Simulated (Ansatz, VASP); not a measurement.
AlN: VASP beside Ansatz

The input INCAR:

```
SYSTEM = AlN
PREC = Accurate
ENCUT = 520
EDIFF = 1E-6
ISMEAR = 0
SIGMA = 0.05
LREAL = .False.
LASPH = .True.
NELM = 100
ALGO = Normal
ISIF = 2
LWAVE = .False.
LCHARG = .False.
GGA = PS
NBANDS = 16
```

The input KPOINTS:

```
regular mesh
0
Gamma
  12 12 8
  0 0 0
```

The input POSCAR:

```
AlN
1.0
    3.1107381234      0.0000000000      0.0000000000
   -1.5553690617      2.6939782394      0.0000000000
    0.0000000000      0.0000000000      4.9788426555
Al N
2 2
Direct
    0.3333333333      0.6666666667      0.0015510624
    0.6666666667      0.3333333333      0.5015510624
    0.3333333333      0.6666666667      0.3834489376
    0.6666666667      0.3333333333      0.8834489376
```

Input for Ansatz:

```yaml
crystal:
  lattice:
    - [3.1107381234, 0.0, 0.0]
    - [-1.5553690617, 2.6939782394, 0.0]
    - [0.0, 0.0, 4.9788426555]
  atoms:
    - { symbol: Al, position: [0.3333333333, 0.6666666667, 0.0015510624] }
    - { symbol: Al, position: [0.6666666667, 0.3333333333, 0.5015510624] }
    - { symbol: "N", position: [0.3333333333, 0.6666666667, 0.3834489376] }
    - { symbol: "N", position: [0.6666666667, 0.3333333333, 0.8834489376] }
basis:
  ecutwfc: 420
  ecutrho_ratio: 4
kpoints:
  mp_grid: { grid: [12, 12, 8] }
hamiltonian:
  xc: pbesol
scf:
  occupations: { method: gaussian, width: 0.05 }
output:
  forces: true
  stress: true
  eigenvalues: true
  eigenstates:
    nscf_kmesh: { grid: [16, 16, 10] }
    de_dk: true
    e_range: [-2.5, 6.621272792984]
  write_density: true
  write_potential: true
  elf: true
  volumetric_format: npy
```

Alike in both runs: task single point; functional PBEsol; k mesh 12 × 12 × 8; occupations gaussian, width 0.05 eV; no spin polarisation.

|  | VASP | Ansatz |
| --- | --- | --- |
| version | VASP 6.6.1 | Ansatz 0.2.0 |
| potentials or method | VASP PAW PBE potentials, release 64 (Al, N) | scalar-relativistic, plane waves, PAW |
| plane-wave cutoff (eV) | 520 | 420 |
| valence electrons in the cell | 16 | 16 |

|  | VASP | Ansatz | Ansatz less VASP |
| --- | --- | --- | --- |
| gap on the k mesh at the Fermi level (eV) | 4.14 | 4.12 | -0.016 |
| least direct gap on the mesh (eV) | 4.14 | 4.12 | -0.016 |
| pressure (GPa) | 0.5 | 0.6 | +0.06 |
| rms of the force components (eV/Å) | 0.004 | 0.004 | -0.0003 |

Atom by atom the forces differ by 0.000 eV/Å (rms over components). The functional is the same, so the differences come from potentials, cutoffs and numerics.

Caveats: the PAW data sets were made with another functional, which shifts forces and pressure a little (VASP). A k mesh can miss the band edges.
